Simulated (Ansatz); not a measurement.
## How far is PAW off for AgI?

```
CELL_PARAMETERS angstrom
4.58000 0.00000 0.00000
-2.29000 3.96640 0.00000
0.00000 0.00000 7.43490
ATOMIC_POSITIONS crystal
Ag 0.33333 0.66667 0.00000
Ag 0.66667 0.33333 0.50000
I 0.33333 0.66667 0.37500
I 0.66667 0.33333 0.87500
```

Atom numbers follow the list: Ag1, Ag2, I3, I4.

The cell is COD entry 1011050, as deposited and not checked against the literature; nothing was relaxed. It is an old determination, and later ones may differ. The listed cell was then made from it by scaling, straining or moving an atom.

No spin–orbit coupling, which matters for the heavy atoms here.

Levels of theory: DFT, LDA, PAW with Ansatz's default frozen-core files, scalar-relativistic (Ansatz 0.2.0); DFT, LDA, all-electron PAW with datasets made for the crystal, scalar-relativistic (Ansatz 0.2.0); DFT, LDA, all-electron LAPW, scalar-relativistic (Ansatz 0.2.0).

For PAW: a Γ-centred 8×8×4 k mesh, Fermi–Dirac smearing of 0.02 eV, cutoff 420 eV, no spin polarisation; the PAW files were made with PBE, and the program remakes their frozen cores for this functional. The crystal-made all-electron datasets (AE datasets) take a cutoff of 240 eV at this cell. LAPW targets a basis error of 1 meV/atom. The Ansatz runs share mesh, smearing and spin set-up. Plane-wave (PAW) pressures include the program's estimate of the Pulay term.

Stress and pressure are positive in compression.

No spin–orbit coupling: at heavy atoms the gradients can be off by tens of per cent for that reason.

```csv
quantity,PAW,AE datasets,LAPW
pressure (GPa),-1.94,-1.94,-1.93
stress xx (GPa),-2.06,-2.05,-2.05
stress zz (GPa),-1.70,-1.70,-1.69
"force on Ag1, z (eV/Å)",-0.032,-0.032,-0.032
"force on I3, z (eV/Å)",0.032,0.032,0.032
band gap (eV),1.093,1.091,1.091
largest principal field gradient Vzz at Ag1 (10²¹ V/m²),-0.25,-0.25,–
largest principal field gradient Vzz at I3 (10²¹ V/m²),0.19,0.18,–
```
